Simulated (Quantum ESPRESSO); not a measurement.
PbS under changes of volume

One of the cells (27.435 Å³/atom); the others are scaled copies at fixed shape and fractional positions:

```xyz
2
Lattice="4.0897 0.0000 0.0000 -2.0448 3.5418 0.0000 0.0000 0.0000 3.7882" Properties=species:S:1:pos:R:3 pbc="T T T"
Pb    0.0000    0.0000    0.0000
S     2.0448    1.1806    1.8941
```

Measurements of this composition are mostly on another form, of space group No. 225.

| Item | Value |
| --- | --- |
| Program | Quantum ESPRESSO 7.5 |
| Functional | PBEsol |
| Potentials or basis | GBRV 1.5 PBEsol |
| Cutoff | 612 eV |
| Density cutoff | 4898 eV |
| k mesh | 8 × 8 × 7 |
| Occupations | fermi-dirac, width 0.05 eV |
| Spin | no spin polarisation |

| volume (Å³/atom) | energy over the lowest point (meV/atom) | pressure (GPa) |
| --- | --- | --- |
| 25.789 | 0.00 | 0.1 |
| 26.338 | 1.57 | -1.1 |
| 26.887 | 6.68 | -2.0 |
| 27.435 | 14.90 | -2.9 |
| 27.984 | 26.04 | -3.8 |
| 28.533 | 39.94 | -4.5 |
| 29.082 | ? | ? |

Problem. What does the run at 29.082 Å³/atom give?

Solution. Energy over the lowest point 56.32 meV/atom; pressure -5.2 GPa.

Worked out: A Birch-Murnaghan fit of order 3 (a polynomial in V^(-2/3)) to the other rows has its minimum at 25.82 Å³/atom with B0 = V·E''(V) = 51 GPa and B' = 2.9 at fixed shape and positions, which overstates the stiffness. It gives 56.28 meV/atom at 29.082 Å³/atom, against the run's 56.32, and -dE/dV = -5.1 GPa, against -5.2.

Energies are extrapolated to zero smearing.
